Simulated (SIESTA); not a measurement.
The system is Ta.

```xyz
2
Lattice="2.9004 0.0000 0.0000 -1.4502 2.5118 0.0000 0.0000 0.0000 5.1663" Properties=species:S:1:pos:R:3 pbc="T T T"
Ta    0.0000    1.6745    1.2916
Ta    1.4502    0.8373    3.8747
```

This isn't the form of Ta at room conditions, which is bcc.

Base run:

```yaml
Program: SIESTA 5.4.2
Functional: LDA
Potentials_or_basis: PseudoDojo 0.4 standard (LDA files)
Basis: DZP (energy shift 0.003 Ry; two zetas on semicore shells)
Grid_cutoff: 800 Ry
Energy_shift: 0.003 Ry
k_mesh: 11 × 11 × 5
Occupations: fermi-dirac, width 0.05 eV
Spin: no spin polarisation
```

Its results: band gap on the k mesh none (metal or under the smearing width); pressure -12.1 GPa.

Task: The run is repeated on the same cell with these changes: functional from LDA to PBEsol; potentials or basis from PseudoDojo 0.4 standard (LDA files) to PseudoDojo 0.4 standard (PBEsol files). What comes out?

Result: Band gap on the k mesh none (metal or under the smearing width); pressure -6.6 GPa.

Caveats: short orbitals over semicore shells can move pressures by several GPa; the basis of atomic orbitals isn't converged, which shifts pressures, moduli and gaps.
